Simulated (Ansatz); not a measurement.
## TaC: the change of energy less free atoms and pressure with volume scale

Periodic Kohn-Sham DFT of a crystal at fixed atoms, scaled to volume_scale times the given cell; pressure positive in compression, energy less spherical unpolarised free atoms, largest_vzz the field gradient of largest size among the nuclei. The results are calculated, by Ansatz 0.2.0.

The cell before it is scaled or strained (space group Fm-3m, No. 225):
```
TaC
1.0
      0.0000     2.2270     2.2270
      2.2270     0.0000     2.2270
      2.2270     2.2270     0.0000
Ta C
1 1
Direct
  0.00000 0.00000 0.00000
  0.50000 0.50000 0.50000
```

Settings of every row: method all-electron LAPW; functional PBEsol; relativity scalar; k mesh 13x13x13; filling fermi-dirac; smearing width 0.08 eV; basis error target 0.25 meV/atom; nucleus gaussian.

Atom start moment: 0 on all atoms.

Limits: no spin-orbit coupling on heavy atoms.

```
row  volume scale  V (Å³/atom)  energy less free atoms (eV/atom)  pressure (GPa)
  1          0.94       10.382                          -10.7069          19.655
  2        0.9405       10.388                          -10.7076          19.432
  3          0.96       10.603                          -10.7281          11.166
  4          0.97       10.714                          -10.7344           7.236
  5          0.98       10.824                          -10.7381            3.51
  6             1       11.045                          -10.7381           -3.38
  7          1.01       11.155                                 ?               ?
  8          1.02       11.266                          -10.7291          -9.592
  9          1.03       11.376                          -10.7215         -12.463
 10          1.04       11.487                          -10.7119         -15.189
 11          1.06       11.708                          -10.6875         -20.229
```

Question: what energy less free atoms and pressure should row 7 give?

Worked fit of energy less free atoms. Take u = (V_r/V)^(2/3) − 1 with V_r = 10.934 Å³ an atom, which is twice the finite (Eulerian) strain; such expansions in the strain, on which the Birch-Murnaghan equation of state is built, carry the rest volume and the bulk modulus. The shown rows have u = 0.03514, 0.03474, 0.0207, 0.01364, 0.00676, -0.00671, -0.01974, -0.02607, -0.03236, -0.04457. Least squares give energy less free atoms = −10.73928 − 0.0018 × u + 26.177 × u² + 3.2 × u³ eV/atom; a parabola predicts inner rows, each left out in turn, worse (root mean square 6e-05 against 3e-05 eV/atom). All shown rows lie on it to the printed digit. Its lowest point lies at u = 0.0000, or V = 10.93 Å³ an atom, and the curvature there gives the bulk modulus at fixed shape and fractions, B = (4/9)(1 + u)² E″(u)/V = 341 GPa. The withheld row has u = -0.01325, so the fit gives −10.73928 − 0.0018 × (-0.01325) + 26.177 × (-0.01325)² + 3.2 × (-0.01325)³ = -10.7347 eV/atom.

The calculation gave -10.7347 eV/atom. The fit meets it to the printed digit.

Worked fit of pressure. Take u = (V_r/V)^(2/3) − 1 with V_r = 10.934 Å³ an atom, which is twice the finite (Eulerian) strain; such expansions in the strain, on which the Birch-Murnaghan equation of state is built, carry the rest volume and the bulk modulus. The shown rows have u = 0.03514, 0.03474, 0.0207, 0.01364, 0.00676, -0.00671, -0.01974, -0.02607, -0.03236, -0.04457. Least squares give pressure = −0.0026 + 512.735 × u + 1329.97 × u² GPa; a straight line predicts inner rows, each left out in turn, worse (root mean square 0.78 against 0.016 GPa). The rows lie off it by -0.002, 0.017, -0.015, -0.003, -0.014, 0.003, 0.014, 0.003, 0.013, -0.016 (root mean square 0.012 GPa). The pressure vanishes at u = 0.0000, or V = 10.93 Å³ an atom, and there the bulk modulus at fixed shape and fractions is B = −V dP/dV = (2/3)(1 + u) dP/du = 342 GPa. The withheld row has u = -0.01325, so the fit gives −0.0026 + 512.735 × (-0.01325) + 1329.97 × (-0.01325)² = -6.563 GPa.

The calculation gave -6.567 GPa. The fit lies 0.004 GPa (0.01 % of the column's range) above it; its largest miss of a shown row is 0.017 GPa.
